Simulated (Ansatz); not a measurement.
# CoSi2(100) (Fm-3m bulk, slab 12 Å thick): simulated STM, part 2 of 2

Aim: relax CoSi2(100) (Fm-3m bulk, slab 12 Å thick), then simulate its STM images at several biases.

Ansatz 0.2.0; DFT PBE, scalar-relativistic, plane waves, PAW. Earlier steps stand in the parts before.

## (3) Densities by energy window

The windows are in eV from the zero of bias; a denser mesh resolves them.

Input file input.yaml:

```yaml
crystal:
  lattice:
    - [3.79362788, 0.0, 0.0]
    - [0.0, 3.79362788, 0.0]
    - [0.0, 0.0, 29.0712498904]
  atoms:
    - { symbol: Si, position: [0.5, 0.0, 0.2923850895] }
    - { symbol: Si, position: [0.0, 0.5, 0.2923850895] }
    - { symbol: Co, position: [0.5, 0.5, 0.3385217339] }
    - { symbol: Si, position: [0.0, 0.5, 0.3846583784] }
    - { symbol: Si, position: [0.5, 0.0, 0.3846583784] }
    - { symbol: Co, position: [0.0, 0.0, 0.4307950333] }
    - { symbol: Si, position: [0.5, 0.0, 0.4769316778] }
    - { symbol: Si, position: [0.0, 0.5, 0.4769316778] }
    - { symbol: Co, position: [0.5, 0.5, 0.5236247156] }
    - { symbol: Si, position: [0.0, 0.5, 0.5686795111] }
    - { symbol: Si, position: [0.5, 0.0, 0.5686795111] }
    - { symbol: Co, position: [0.0, 0.0, 0.6144020961] }
    - { symbol: Si, position: [0.5, 0.0, 0.6608308385] }
    - { symbol: Si, position: [0.0, 0.5, 0.6608308385] }
    - { symbol: Co, position: [0.5, 0.5, 0.7032055393] }
basis:
  ecutwfc: 420.0
  fft_grid_basis: typed
kpoints:
  mp_grid: { grid: [13, 13, 1] }
hamiltonian:
  xc: pbe
  pseudopotentials: { kind: paw }
scf:
  occupations: { method: gaussian, width: 0.1 }
output:
  forces: true
  eigenvalues: true
  band_densities:
    - { e_range: [-2.0, -1.0] }
    - { e_range: [-1.0, -0.5] }
    - { e_range: [-0.5, -0.25] }
    - { e_range: [-0.25, 0.0] }
    - { e_range: [0.0, 0.25] }
    - { e_range: [0.25, 0.5] }
    - { e_range: [0.5, 1.0] }
    - { e_range: [1.0, 1.5] }
  band_residual_tolerance: 1.0e-05
  write_potential: true
  elf: true
  write_density: true
  volumetric_format: npy
efield:
  axis: 3
  dipole_correction: true
  ramp_width: 0.04
checkpoint:
  read: start.run
  write: ck
  compress: false
  write_wavefunctions: false
  write_every: 100000
```

Run with:

```sh
ansatz run input.yaml --threads 2 --pin off --max-ram 4423MiB --backend cpu --events-out ev --progress --plain --runs-dir out
```

Standard output, cut to the lines that bear on the results:

```text
Warning: checkpoint.read: spin treatment differs: saved collinear, current unpolarized; the saved charge density seeds this run and the saved magnetisation is not carried: this deck is unpolarised; the saved density holds an absolute magnetisation of 7.2e-5 μB; saved orbitals and DFT+U [...]
Warning: checkpoint.read: the saved run's efield ramp began at efield.ramp_position = 0.980000, but the saved density leaves too little vacuum round it, so this run places its ramp from its own atoms (work_function.ramp_position in the report). The Fermi level and the eigenvalues can then [...]
Warning: RAYON_NUM_THREADS=2 ignored (pool sized by the plan → 2); use --threads N
[...]
Pseudopotentials: kind: paw
Pseudopotential: Si, paw, valence charge 4, recommended cutoff 420 eV (normal), Si.paw.azcp
Pseudopotential: Co, paw, valence charge 17, recommended cutoff 420 eV (normal), Co.paw.azcp
Functional definition: PBE
[...]
Crystal: 15 atoms, lattice volume = 418.382 Å³
Basis set: ecut = 420 eV, 8137 PW (Γ), exchange–correlation on 54×54×400 points (8 copies of the dense FFT grid, shifted against one another)
Bands: 78, of which v1, the nominal top of the filled ones, is band 63 counted from 1 (62 counted from 0)
Symmetry: 8 space group operations
[...]
WARN: The output density's exchange-correlation potential varies sharply where the density is thin. Do not read a vacuum level from v_tot or v_xc, or from such a field of the output density. On a cell that repeats whose density bears no net charge and no dipole along the vacuum's axis use [...]
Work function:   Φ+ = 3.9330 eV   Φ− = 4.8089 eV
Levels:          The Fermi level and band energies are counted from a zero that moves with the ramp; work functions are not
[...]
--- Forces (eV/Å), atoms counted from 1 ---
  atom   1  Si     0.00000000     0.00000000     0.09898380
  atom   2  Si    -0.00000000     0.00000000     0.09898380
  atom   3  Co     0.00000000     0.00000000    -0.02146046
  atom   4  Si    -0.00000000     0.00000000    -0.04307573
  atom   5  Si    -0.00000000     0.00000000    -0.04307573
  atom   6  Co    -0.00000000     0.00000000    -0.14246415
  atom   7  Si    -0.00000000     0.00000000     0.01598347
  atom   8  Si     0.00000000     0.00000000     0.01598347
[...]
--- Band table (eV; the first three rows and the last of 28) ---
[...]
--- Band densities, each state counted as filled ---
  window                                       electrons  max residual (eV)  cut levels
  e_range: [-2, -1]                            20.366864             3.4e-9           0
  e_range: [-1, -0.5]                           7.573964             3.3e-9           0
  e_range: [-0.5, -0.25]                        2.508876             3.2e-9           0
  e_range: [-0.25, 0]                           2.639053             5.7e-9           0
  e_range: [0, 0.25]                            1.372781             3.4e-6           0
  e_range: [0.25, 0.5]                          1.384615             3.4e-6           0
  e_range: [0.5, 1]                             2.414201             3.4e-6           0
  e_range: [1, 1.5]                             1.656805             3.4e-6           0
```

Run time: 41 s. Hardware: 2 threads of Intel Xeon 6975P-C (Granite Rapids), shared host; peak memory 1.2 GiB.

From the log: work function 3.93 eV (top face), 4.81 eV (bottom face); dipole along +c 0.070 e·Å per cell.

band_densities.tsv:

```
# window	n_electrons	max_residual_ev	n_cut_levels
# fermi_ev = 3.596465
# range_zeros_ev = 3.596465
# range_zeros_ev: from where a range's energies are measured, in spin up and in spin down where the run solves two channels
e_range_-2_-1	20.366864	3.361e-9	0
e_range_-1_-0.5	7.573964	3.306e-9	0
e_range_-0.5_-0.25	2.508876	3.179e-9	0
e_range_-0.25_0	2.639053	5.728e-9	0
e_range_0_0.25	1.372781	3.401e-6	0
e_range_0.25_0.5	1.384615	3.386e-6	0
e_range_0.5_1	2.414201	3.418e-6	0
e_range_1_1.5	1.656805	3.362e-6	0
```

## (4) Tersoff–Hamann images

Simulated STM (Tersoff–Hamann, s-wave tip, no tip–sample forces).

Images at several biases, each described by its contrast.

```
   bias  set point (e/Å³)  corrugation  brightest over
−2.00 V        1.1 × 10⁻⁴        27 pm    top Co atoms
−1.00 V        9.7 × 10⁻⁵        29 pm    top Co atoms
−0.50 V        6.2 × 10⁻⁵        26 pm    top Co atoms
−0.25 V        4.5 × 10⁻⁵        25 pm    top Co atoms
+0.25 V        4.1 × 10⁻⁵        10 pm    top Co atoms
+0.50 V        8.1 × 10⁻⁵        13 pm    top Co atoms
+1.00 V        2.3 × 10⁻⁴        19 pm    top Co atoms
+1.50 V        3.6 × 10⁻⁴        23 pm    top Co atoms
```

The slab has states at the Fermi level, though not all of them need reach the top face. Its work function (top face) is 3.93 eV.

Constant-current image at a set point of 1.3 × 10⁻⁴ e/Å³, bias −0.25 V (filled states), over one surface cell. Columns run along a, rows up along b; exposed atoms at Co (0.50, 0.50), Si (0.50, 0.00), Si (0.00, 0.50), Co (0.00, 0.00).

Values in pm, 9 rows by 9 columns:
```
 1.08  4.98 13.13 20.60 24.78 24.78 20.60 13.13  4.98
 8.04 11.22 18.19 24.76 28.47 28.47 24.76 18.19 11.22
16.49 19.04 24.75 30.23 33.39 33.39 30.23 24.75 19.04
22.62 24.77 29.63 34.39 37.16 37.16 34.39 29.63 24.77
24.79 26.82 31.39 35.90 38.53 38.53 35.90 31.39 26.82
22.62 24.77 29.63 34.39 37.16 37.16 34.39 29.63 24.77
16.49 19.04 24.75 30.23 33.39 33.39 30.23 24.75 19.04
 8.04 11.22 18.19 24.76 28.47 28.47 24.76 18.19 11.22
 1.08  4.98 13.13 20.60 24.78 24.78 20.60 13.13  4.98
```

The brightest spots lie over the top Co atoms; the darkest points are over the Co atoms about 2.6 Å below the slab's top atoms. The corrugation is 39 pm at a mean tip height of 3.0 Å.

Constant-current image at a set point of 1.4 × 10⁻⁵ e/Å³, bias +0.25 V (empty states), over one surface cell. Columns run along a, rows up along b; exposed atoms at Co (0.50, 0.50), Si (0.50, 0.00), Si (0.00, 0.50), Co (0.00, 0.00).

Ten even steps from ' ' (0.00 pm) to '@' (5.39 pm):
```
      ..::--====++++++====--::..    
    ....::--==++++++++++==--::....  
......::--==++++******++++==--::....
::::::--==++++**######**++++==--::::
------==++****####%%####****++==----
--====++++**##%%%%%%%%%%##**++++====
====++++**##%%%%@@@@@@%%%%##**++++==
++++++**####%%@@@@@@@@@@%%####**++++
++++++**##%%%%@@@@@@@@@@%%%%##**++++
++++++**####%%@@@@@@@@@@%%####**++++
====++++**##%%%%@@@@@@%%%%##**++++==
--====++++**##%%%%%%%%%%##**++++====
------==++****####%%####****++==----
::::::--==++++**######**++++==--::::
......::--==++++******++++==--::....
    ....::--==++++++++++==--::....  
      ..::--====++++++====--::..    
      ..::----==++++++==----::..    
```

The brightest spots lie over the top Co atoms; the darkest points are over the Co atoms about 2.6 Å below the slab's top atoms. The corrugation is 5 pm at a mean tip height of 4.0 Å. So weak a contrast depends on the k-mesh and on the tip.

## (5) Decay, spin and depth

Decay of the current with height.

Near 4 Å the plane average falls as exp(−2.14 z/Å), a factor of 8.5 per ångström, which gives an apparent barrier of 4.4 eV (0.952 eV Å² times the slope squared). The vacuum level lies 3.93 eV above zero bias.

Shares of each window's states by atomic plane (%), top plane first:

| window (eV) | states | 1 Co | 2 Si2 | 3 Co | 4 Si2 | 5 Co | 6 Si2 | 7 Co | 8 Si2 |
| --- | --- | --- | --- | --- | --- | --- | --- | --- | --- |
| -2 to -1 | 20.37 | 17 | 4 | 18 | 4 | 16 | 4 | 16 | 3 |
| -1 to -0.5 | 7.57 | 26 | 4 | 11 | 3 | 11 | 5 | 12 | 5 |
| -0.5 to -0.25 | 2.51 | 25 | 4 | 10 | 5 | 12 | 6 | 8 | 4 |
| -0.25 to +0 | 2.64 | 25 | 5 | 9 | 6 | 12 | 5 | 9 | 4 |
| +0 to +0.25 | 1.37 | 25 | 8 | 11 | 7 | 11 | 6 | 7 | 4 |
| +0.25 to +0.5 | 1.38 | 31 | 8 | 9 | 5 | 7 | 3 | 6 | 4 |
| +0.5 to +1 | 2.41 | 21 | 5 | 8 | 5 | 7 | 5 | 10 | 6 |
| +1 to +1.5 | 1.66 | 20 | 7 | 10 | 5 | 6 | 6 | 7 | 6 |

## (6) Summary of results

This closing draws on all 2 parts.

| quantity | value |
| --- | --- |
| work function, top face | 3.93 eV |
| gap of the slab on its mesh | none (metal) |
| corrugation at −0.25 V, tip 3.0 Å up | 39 pm |
| corrugation at +0.25 V, tip 4.0 Å up | 5 pm |

In words: At −0.25 V the brightest spots lie over the top Co atoms; the darkest points are over the Co atoms about 2.6 Å below the slab's top atoms. At +0.25 V the brightest spots lie over the top Co atoms; the darkest points are over the Co atoms about 2.6 Å below the slab's top atoms. The model has an s-wave tip and no tip-sample forces.
